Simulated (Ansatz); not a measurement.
The system is W.

```
W
1.0
    -1.58234    1.58234    1.58234
     1.58234   -1.58234    1.58234
     1.58234    1.58234   -1.58234
W
1
Direct
  0.00000 0.00000 0.00000
```

- Program: Ansatz 0.2.0
- Task: relaxation of cell and atoms
- Functional: RPBE
- Potentials or basis: Ansatz PAW
- Cutoff: 420 eV (not typed: the program's choice for these potentials)
- k mesh: 12 × 12 × 12
- Occupations: fermi-dirac, width 0.05 eV
- Spin: no spin polarisation

At the start: volume 15.85 Å³/atom.

Q: How do energy, volume and symmetry change on relaxing?

A: It ends after 5 steps and the volume is 16.35 Å³/atom (+3.2 %); space group Im-3m (No. 229, to 0.05 Å).

The path:
| step | energy change (eV) | largest force (eV/Å) | volume (Å³) |
| --- | --- | --- | --- |
| 1 | 0.0000 | 0.0000 | 15.85 |
| 2 | -0.0142 | 0.0000 | 16.41 |
| 3 | -0.0145 | 0.0000 | 16.35 |
| 4 | -0.0145 | 0.0000 | 16.35 |
| 5 | -0.0148 | 0.0000 | 16.35 |

Final structure:
```
CELL_PARAMETERS angstrom
-1.59887 1.59887 1.59887
1.59887 -1.59887 1.59887
1.59887 1.59887 -1.59887
ATOMIC_POSITIONS crystal
W 0.00000 0.00000 0.00000
```

Caveat: the plane-wave basis is chosen anew once the cell has moved, so the energies of steps on either side of that aren't comparable; the PAW data sets come from PBE, with cores solved anew for the run's functional, which leaves a small shift of forces and pressure.
